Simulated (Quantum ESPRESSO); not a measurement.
Something may be wrong with this Quantum ESPRESSO 7.5 calculation of Be.

The input pw.in:

```
&CONTROL
  calculation = 'vc-relax'
  prefix = 'pwscf'
  outdir = './tmp'
  pseudo_dir = './pseudo'
  tprnfor = .true.
  tstress = .true.
  disk_io = 'low'
  nstep = 30
  forc_conv_thr = 0.0004
  etot_conv_thr = 1d-05
/
&SYSTEM
  ibrav = 0
  nat = 1
  ntyp = 1
  ecutwfc = 55
  ecutrho = 440
  nbnd = 7
  input_dft = 'blyp'
  occupations = 'smearing'
  smearing = 'fd'
  degauss = 0.00367493
/
&ELECTRONS
  conv_thr = 2d-10
  electron_maxstep = 5
  mixing_beta = 0.5
/
&IONS
  ion_dynamics = 'bfgs'
/
&CELL
  cell_dynamics = 'bfgs'
  press = 0
  press_conv_thr = 0.3
/
ATOMIC_SPECIES
Be     9.0122 be_pbe_v1.4.uspp.F.UPF
CELL_PARAMETERS angstrom
  -1.2289890000    1.2892860000    1.2365640000
   1.2530150000   -1.2587100000    1.2300140000
   1.2408490000    1.2705700000   -1.2059880000
ATOMIC_POSITIONS crystal
Be     0.0120890000    0.0222360000    0.0238310000
K_POINTS automatic
15 15 15 0 0 0
```

Potentials or basis: SSSP 1.3 efficiency PBE.

Launch:

```sh
$ OMP_NUM_THREADS=1 pw.x -in pw.in > pw.out
```

pw.out:

```text
This program is part of the open-source Quantum ESPRESSO suite
     for quantum simulation of materials; please cite
         "P. Giannozzi et al., J. Phys.:Condens. Matter 21 395502 (2009);
         "P. Giannozzi et al., J. Phys.:Condens. Matter 29 465901 (2017);
         "P. Giannozzi et al., J. Chem. Phys. 152 154105 (2020);
     in publications or presentations arising from this work. More details at

     IMPORTANT: XC functional enforced from input :
     Exchange-correlation= BLYP
                           (   1   3   1   3   0   0   0)
     Any further DFT definition will be discarded
     Please, verify this is what you really want

     G-vector sticks info
     --------------------
     sticks:   dense  smooth     PW     G-vecs:    dense   smooth      PW
     Sum         549     273    117                 8285     2929     773

     Using Slab Decomposition

     bravais-lattice index     =            0
[... 44 lines left out ...]

     atomic species   valence    mass     pseudopotential
     Be                4.00     9.01220     Be( 1.00)

     No symmetry found

   Cartesian axes

     site n.     atom                  positions (alat units)
         1        Be     tau(   1) = (   0.0196349   0.0082442   0.0062534  )

     number of k points=  1688  Fermi-Dirac smearing, width (Ry)=  0.0037

     Number of k-points >= 100: set verbosity='high' to print them.

     Dense  grid:     8285 G-vectors     FFT dimensions: (  27,  27,  27)

     Smooth grid:     2929 G-vectors     FFT dimensions: (  20,  20,  20)

     Initial potential from superposition of free atoms

     starting charge       3.9998, renormalised to       4.0000
     Starting wfcs are    5 randomized atomic wfcs +    2 random wfcs

     Self-consistent Calculation

     iteration #  1     ecut=    55.00 Ry     beta= 0.50
     Davidson diagonalization with overlap
     ethr =  1.00E-02,  avg # of iterations =  4.6

     Threshold (ethr) on eigenvalues was too large:
     Diagonalizing with lowered threshold

     Davidson diagonalization with overlap
     ethr =  8.28E-06,  avg # of iterations =  3.4

     total energy              =     -28.20307712 Ry
     estimated scf accuracy    <       0.00033005 Ry
[... 26 lines left out ...]
     total energy              =     -28.20313610 Ry
     estimated scf accuracy    <          6.8E-10 Ry

     End of self-consistent calculation

     convergence NOT achieved after   5 iterations: stopping

=------------------------------------------------------------------------------=
   JOB DONE.
=------------------------------------------------------------------------------=
```

**Question.** How did it end, and where is the flaw?

**Answer.** The calculation stopped without meeting its thresholds. The input holds a flaw that was put in on purpose: too few SCF iterations.
